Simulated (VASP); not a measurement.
# Ta8C7 (a cell with a defect) in VASP: notebook, part 2 of 2

VASP 6.6.1. The steps go on from the part before.

## 4. Single point, PBE

INCAR reads:

```
  PREC = Accurate
  ENCUT = 520
  EDIFF = 1E-6
  ISMEAR = 1
  SIGMA = 0.15
  LREAL = Auto
  LASPH = True
  NELM = 80
  ALGO = Fast
  ISIF = 2
  LWAVE = False
  LCHARG = False
  GGA = PE
  NBANDS = 71
```

KPOINTS reads:

```
Automatic mesh
0
Gamma
  3 3 3
```

POSCAR reads:

```
Ta8C7
1.0
    0.0000000000      4.4626960000      4.4626960000
    4.4626960000      0.0000000000      4.4626960000
    4.4626960000      4.4626960000      0.0000000000
Ta C
8 7
Direct
   -0.0010211316      0.0023353596     -0.0017563374
   -0.0038151826     -0.0004443502      0.5010213557
   -0.0038079000      0.5051299708     -0.0045384001
   -0.0038026341      0.5051094675      0.5010354727
    0.5017534244     -0.0004394205     -0.0045512847
    0.5017639561     -0.0004647415      0.5010224761
    0.5017633959      0.5051169741     -0.0045361593
    0.4989723701      0.5023337911      0.4982414218
    0.2489780841      0.2523334549      0.7482426542
    0.2489747229      0.7523336790      0.2482435505
    0.2489751711      0.7523339031      0.7482446709
    0.7489748349      0.2523360319      0.2482423181
    0.7489756192      0.2523343513      0.7482426542
    0.7489759553      0.7523358078      0.2482409736
    0.7489758433      0.7523354717      0.7482422061
```

Potentials or basis: VASP PAW PBE potentials, release 64 (Ta_pv, C).

The run is started by

```bash
> cat potpaw_PBE.64/Ta_pv/POTCAR potpaw_PBE.64/C/POTCAR > POTCAR
> mpirun -np 1 vasp_std > vasp.out
```

OUTCAR:

```text
PREC = Accurate
   ENCUT = 520
   EDIFF = 1E-6
   ISMEAR = 1
   LREAL = Auto
   LASPH = True
   NELM = 80
   ISIF = 2
   GGA = PE

 ion  position               nearest neighbor table
   1  0.999  0.002  0.998-  10 2.23   9 2.23  12 2.23  11 2.23  14 2.23  13 2.23   5 3.16   3 3.16
                             2 3.16   4 3.16   6 3.16   7 3.16   7 3.16   6 3.16   4 3.16   2 3.16
   2  0.996  1.000  0.501-  15 2.21  12 2.23  10 2.23  13 2.23  11 2.23   5 3.12   6 3.12   4 3.12
                             3 3.12   1 3.16   8 3.16   8 3.16   1 3.16   3 3.19   4 3.19   6 3.19
   3  0.996  0.505  0.995-  15 2.21  14 2.23  11 2.23  12 2.23   9 2.23   2 3.12   4 3.12   7 3.12
                             5 3.12   1 3.16   8 3.16   8 3.16   1 3.16   5 3.19   7 3.19   4 3.19
   4  0.996  0.505  0.501-  15 2.21   9 2.23  13 2.23  10 2.23  14 2.23   6 3.12   7 3.12   2 3.12
                             3 3.12   8 3.16   1 3.16   1 3.16   8 3.16   3 3.19   2 3.19   7 3.19
   5  0.502  1.000  0.995-  15 2.21   9 2.23  13 2.23  10 2.23  14 2.23   2 3.12   7 3.12   6 3.12
                             3 3.12   1 3.16   8 3.16   8 3.16   1 3.16   3 3.19   6 3.19   7 3.19
   6  0.502  1.000  0.501-  15 2.21  14 2.23  11 2.23  12 2.23   9 2.23   4 3.12   7 3.12   2 3.12
                             5 3.12   8 3.16   1 3.16   1 3.16   8 3.16   5 3.19   2 3.19   7 3.19
   7  0.502  0.505  0.995-  15 2.21  12 2.23  10 2.23  13 2.23  11 2.23   6 3.12   5 3.12   4 3.12
                             3 3.12   8 3.16   1 3.16   1 3.16   8 3.16   3 3.19   4 3.19   5 3.19
   8  0.499  0.502  0.498-   9 2.23  10 2.23  12 2.23  11 2.23  13 2.23  14 2.23   6 3.16   4 3.16
                             5 3.16   7 3.16   2 3.16   3 3.16   3 3.16   2 3.16   7 3.16   5 3.16
   9  0.249  0.252  0.748-   8 2.23   1 2.23   5 2.23   4 2.23   3 2.23   6 2.23
  10  0.249  0.752  0.248-   8 2.23   1 2.23   7 2.23   2 2.23   4 2.23   5 2.23
  11  0.249  0.752  0.748-   1 2.23   8 2.23   3 2.23   6 2.23   7 2.23   2 2.23
  12  0.749  0.252  0.248-   8 2.23   1 2.23   2 2.23   7 2.23   3 2.23   6 2.23
  13  0.749  0.252  0.748-   1 2.23   8 2.23   5 2.23   4 2.23   2 2.23   7 2.23
  14  0.749  0.752  0.248-   1 2.23   8 2.23   6 2.23   3 2.23   5 2.23   4 2.23
  15  0.749  0.752  0.748-   2 2.21   7 2.21   5 2.21   6 2.21   4 2.21   3 2.21

  LATTYP: Found a face centered cubic cell.
 ALAT       =     8.9253920000

  Lattice vectors:

 A1 = (   0.0000000000,   4.4626960000,   4.4626960000)
[... 192 lines left out ...]
  free energy    TOTEN  =      -167.83640980 eV

  energy without entropy =     -167.82381953  energy(sigma->0) =     -167.83221304

 E-fermi :   7.7992     XC(G=0): -12.9741

 val. band max:        7.7320104815   @ k =   0.3333   0.3333   0.3333
 cond. band min:       7.8204496346   @ k =  -0.3333   0.3333   0.0000
 fundamental gap:      0.0884391531
 Fermi energy:         7.7991795764

 k-point     1 :       0.0000    0.0000    0.0000
  band No.  band energies     occupation
      1     -27.8656      2.00000
      2     -27.8656      2.00000
      3     -27.8656      2.00000
      4     -27.7648      2.00000
      5     -27.7648      2.00000
      6     -27.7648      2.00000
[... 1011 lines left out ...]
     69      10.3004     -0.00000
     70      10.6722     -0.00000
 [bands above 70 left out]

------------------------ aborting loop because EDIFF is reached ----------------------------------------

  FORCE on cell =-STRESS in cart. coord.  units (eV):
  Direction    XX          YY          ZZ          XY          YZ          ZX
  --------------------------------------------------------------------------------------
  -------------------------------------------------------------------------------------
  Total       -0.5753727     -0.5410122     -0.5681176      0.0062794      0.0065808     -0.0050931
  in kB       -5.1860650     -4.8763594     -5.1206717      0.0565990      0.0593154     -0.0459057
  external PRESSURE =      -5.0610320 kB  Pullay stress =       0.0000000 kB

 VOLUME and BASIS-vectors are now :
 -----------------------------------------------------------------------------
  energy-cutoff  :      520.00
  volume of cell :      177.76
      direct lattice vectors                 reciprocal lattice vectors
     0.000000000  4.462696000  4.462696000    -0.112039897  0.112039897  0.112039897
     4.462696000  0.000000000  4.462696000     0.112039897 -0.112039897  0.112039897
     4.462696000  4.462696000  0.000000000     0.112039897  0.112039897 -0.112039897

 POSITION                                       TOTAL-FORCE (eV/Angst)
 -----------------------------------------------------------------------------------
      4.46528      8.91300      4.46856        -0.000068     -0.000168     -0.000181
      6.69662      6.68158      8.90638         0.000503      0.000518      0.000705
      6.69668      8.88814      6.69994        -0.000412      0.001529      0.000125
      4.49012      6.68169      6.69988        -0.001004     -0.000412      0.000225
      8.90312      6.68156      6.69991         0.001004      0.000412     -0.000225
      6.69653      4.47513      6.69984         0.000412     -0.001529     -0.000125
      6.69664      6.68167      4.49340        -0.000503     -0.000518     -0.000705
      4.46526      4.45026      4.46853         0.000068      0.000168      0.000181
      4.46527      4.45029      2.23720         0.000000     -0.000000      0.000000
      4.46527      2.21893      4.46853        -0.000000     -0.000000     -0.000000
      6.69663      4.45029      4.46854         0.000000     -0.000000     -0.000000
      2.23393      4.45028      4.46855         0.000000     -0.000000     -0.000000
      4.46527      6.68163      4.46854         0.000000     -0.000000     -0.000000
      4.46527      4.45028      6.69990         0.000000     -0.000000      0.000000
      6.69662      6.68163      6.69990         0.000000     -0.000000     -0.000000
 -----------------------------------------------------------------------------------
    total drift:                                0.000741     -0.002106     -0.031518

  FREE ENERGIE OF THE ION-ELECTRON SYSTEM (eV)
  ---------------------------------------------------
  free  energy   TOTEN  =      -167.8364097998 eV

  energy  without entropy=     -167.8238195308  energy(sigma->0) =     -167.83221304
```

Wall time 7.2 min (1 thread of Intel Xeon Platinum 8259CL at 2.50GHz (Skylake/Cascade Lake), shared host); peak memory 0.37 GiB.

Results:

- Free energy: -167.8364 eV
- Pressure: -0.5 GPa
- Band gap on the k mesh: none (metal or under the smearing width)

Levels at points of the mesh, in eV from the Fermi level:
| k point | band 54 | band 55 | band 56 | band 57 | band 58 | band 59 | band 60 | band 61 | band 62 | band 63 |
| --- | --- | --- | --- | --- | --- | --- | --- | --- | --- | --- |
| (0.00, 0.00, 0.00) | -1.07 | -1.07 | -1.07 | -0.90 | -0.90 | -0.90 | 0.92 | 0.92 | 2.33 | 2.34 |

Caveat: the k mesh is coarse (spacing up to 0.41 Å⁻¹), so the values aren't converged. The run has no spin-orbit coupling, so splittings on Ta are missing.

## 5. Summary

| cell | gap on the mesh (eV) | pressure (GPa) | largest force (eV/Å) |
| --- | --- | --- | --- |
| Immm, 11.85 Å³/atom | none | 10.1 | 0.05 |
| Imm2, 11.85 Å³/atom | none | 5.8 | 4.34 |
| Fm-3m, 11.85 Å³/atom | none | -0.5 | - |

Some of these runs hold the atoms at other places in the same cell, which the table doesn't show; runs alike in all that it shows share one row.

Alike in all rows: task single point; level PBE; potentials or basis VASP PAW PBE potentials, release 64 (Ta_pv, C); no spin polarisation; k mesh 3 × 3 × 3; cutoff (eV) 520; smearing methfessel-paxton 0.15 eV; the mesh is coarse, so values aren't converged.

Caveats: all runs use coarse meshes.

Total energies depend on the potentials used, so only differences within one code and one set of settings carry meaning.
